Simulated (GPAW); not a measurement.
Write an ASE script for GPAW 26.7.0 that does the following.

| Quantity | Value |
| --- | --- |
| Task | single point |
| Functional | r2SCAN |
| Potentials or basis | GPAW PAW data sets (gpaw-data 1.2.1) |
| Cutoff | 800 eV |
| Basis | pw |
| k mesh | 7 × 7 × 7 |
| Occupations | gaussian, width 0.05 eV |
| Spin | collinear spin, ferromagnetic start |
| Starting moments | [4.0, 0.0] μB |
| Fixed moment | 4 μB |
| Hubbard terms | Cu d U = 7 eV |
| Maxiter | 150 |

Crystal: CuO.

```xyz
2
Lattice="2.5526 0.0000 0.0000 0.0000 2.5526 0.0000 0.0000 0.0000 2.5526" Properties=species:S:1:pos:R:3 pbc="T T T"
Cu    0.0000    0.0000    0.0000
O     1.2763    1.2763    1.2763
```

Measurements of this composition are mostly on another form, of space group No. 15.

One way to write it, as run:

run.py

```python
from ase import Atoms
from ase.dft.bandgap import bandgap
from ase.io import write
from ase.units import GPa
from gpaw import GPAW, PW

atoms = Atoms(['Cu', 'O'],
              cell=[[2.55255061, 0.0, 0.0],
                    [0.0, 2.55255061, 0.0],
                    [0.0, 0.0, 2.55255061]],
              scaled_positions=[[0.0, 0.0, 0.0],
                                [0.5, 0.5, 0.5]],
              pbc=True)
atoms.set_initial_magnetic_moments([4.0, 0.0])

calc = GPAW(mode=PW(800),
            xc='MGGA_X_R2SCAN+MGGA_C_R2SCAN',
            kpts={'size': (7, 7, 7), 'gamma': True},
            occupations={'name': 'methfessel-paxton', 'order': 0, 'width': 0.05, 'fixmagmom': True},
            setups={'Cu': ':d,7.0'},
            nbands=19,
            convergence={'density': 1e-05, 'energy': 1e-05},
            maxiter=150,
            txt='gpaw.txt')
atoms.calc = calc
energy = atoms.get_potential_energy()
forces = atoms.get_forces()
stress = atoms.get_stress()
calc.write('gs.gpw')
write('result.traj', atoms)
print(f'Energy: {energy:.6f} eV')
print('Forces (eV/A):')
print(forces.round(4))
print('Stress (GPa):', (stress / GPa).round(3))
print('Moments:', calc.get_magnetic_moments().round(3))
print('Fermi levels:', calc.get_fermi_levels().round(4), 'eV')
```

Potentials or basis: GPAW PAW data sets (gpaw-data 1.2.1), pw.

Launch:

```console
$ OMP_NUM_THREADS=1 python run.py
```

Results of the run:

The pressure is 121.1 GPa. The net moment is 4.00 μB per cell. The site moments are Cu +1.83; O +1.20 μB.

Caveat: with this Cu data set, volumes or pressures lay over 1.5 % or 2 GPa off other programs in two to four cells of ten; the gap line of the log is wrong at fixed moment; a pressure of tens of GPa on the cell as given is suspect, and the run, the potentials or the cell itself is likely at fault; the PAW data sets were made with another functional, which shifts forces and pressure a little; the total moment is fixed, so each spin has its own Fermi level; a cell with one magnetic atom can't hold antiferromagnetic order, which such compounds often take.

It took 65 s on 1 thread of Arm Neoverse V1, with other jobs on the host, peak memory 0.23 GiB.
